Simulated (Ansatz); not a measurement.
How fast does Si move in Si?

Theory: DFT PBE, scalar-relativistic, plane waves, PAW (Ansatz 0.2.0). (420 eV cutoff, 2×2×2 k-mesh, shifted by half a step, Gaussian smearing of 0.02 eV, no spin polarisation)

Host crystal, relaxed:

```
CELL_PARAMETERS angstrom
0.00000 2.73505 2.73505
2.73505 0.00000 2.73505
2.73505 2.73505 0.00000
ATOMIC_POSITIONS crystal
Si 0.75000 0.75000 0.75000
Si 0.50000 0.50000 0.50000
```

In a supercell of 32 host sites, Si trades places with a neighbouring Si vacancy, moving 2.21 Å. Climbing-image nudged elastic band at fixed cell; the order of the saddle wasn't checked, and the small cell leaves errors of about a tenth of an eV.

```csv
image,path (Å),E − E(0) (eV)
0,0.00,0.000
1,0.40,0.076
2,0.81,0.280
3,1.21,0.427
4,1.62,0.280
5,2.02,0.076
6,2.42,0.000
```

**Question.** What are the barriers forward and back, and what attempt frequency does the shape suggest?

**Answer.** Forward 0.43 eV, back 0.43 eV, the ends being level. For a sinusoidal profile E_b sin²(πx/l), with the Si atom alone moving, ν = (1/l)√(E_b/2m) = 3.9×10¹² s⁻¹, within an order of magnitude of the customary 10¹³ s⁻¹; a true prefactor needs the vibrations at the minimum and at the saddle.

**Question.** With ν = 10¹³ s⁻¹, how often does the exchange happen at 300, 600 and 1000 K once atom and vacancy are neighbours, taking the host as solid throughout? Does that give the diffusivity?

**Answer.** k = ν exp(−E_b/k_BT):
| T (K) | k (1/s) | wait (s) |
| --- | --- | --- |
| 300 | 6.6×10⁵ | 1.5×10⁻⁶ |
| 600 | 2.6×10⁹ | 3.9×10⁻¹⁰ |
| 1000 | 7.0×10¹⁰ | 1.4×10⁻¹¹ |

No. The atom can jump only when a vacancy is beside it, so where vacancies are thermal the activation energy of diffusion adds the vacancy's formation energy; where doping, quenching or off-stoichiometry fixes their number, it doesn't. And repeated exchanges only swap the two back and forth: Si gets on when the vacancy moves round it by other jumps, which the correlation factor counts. An error of 0.1 eV in the barrier changes k by a factor of 48 at 300 K and 3.2 at 1000 K.

Cost: 1 run of about 17 core-minutes, on Intel Xeon Processor @ 2.50GHz (Skylake/Cascade Lake) (shared hosts).